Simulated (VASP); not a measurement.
CoO:

```
CELL_PARAMETERS angstrom
2.57053 0.00000 0.00000
0.00000 2.57053 0.00000
0.00000 0.00000 2.57053
ATOMIC_POSITIONS crystal
Co 0.00000 0.00000 0.00000
O 0.50000 0.50000 0.50000
```

Measurements of this composition are mostly on another form, of space group No. 225.

| Property | Result |
| --- | --- |
| Program | VASP 6.6.1 |
| Task | single point |
| Functional | PBE |
| Potentials or basis | VASP PAW PBE potentials, release 64 (Co, O) |
| Cutoff | 520 eV |
| k mesh | 10 × 10 × 10 |
| Occupations | fermi-dirac, width 0.05 eV |
| Spin | collinear spin, ferromagnetic start |
| Starting moments | [2.0, 0.0] μB |

On this cell: pressure 11.1 GPa; largest force zero by symmetry; net moment 3.00 μB per cell; site moments Co +2.49; O +0.45 μB; band gap on the k mesh none (metal or under the smearing width).

The same run follows on a disturbed copy (atoms moved at random, drawn with an rms of 0.05 Å):

```
Co O
1.0
     2.57053    0.00000    0.00000
     0.00000    2.57053    0.00000
     0.00000    0.00000    2.57053
Co O
1 1
Direct
  0.01280 0.00273 0.99636
  0.48387 0.50225 0.50036
```

Question: What does the disturbed cell give?

Answer: The energy (extrapolated to zero smearing) moves by +0.4 meV/atom; pressure 11.6 GPa; largest force 0.025 eV/Å; net moment 3.00 μB per cell; site moments Co +2.49; O +0.45 μB; band gap on the k mesh none (metal or under the smearing width).

Forces in eV/Å, atoms in the order of the input:
```
Co  -0.024 -0.001  0.004
O    0.024  0.001 -0.004
```

Stress tensor (GPa, compression positive):
```
11.53  0.02 -0.13
 0.02 11.62  0.00
-0.13  0.00 11.62
```

Caveats: a cell with one magnetic atom can't hold antiferromagnetic order, which such compounds often take; semilocal functionals often make such compounds metallic where correlation or magnetic order opens a gap, which also shifts bond lengths.
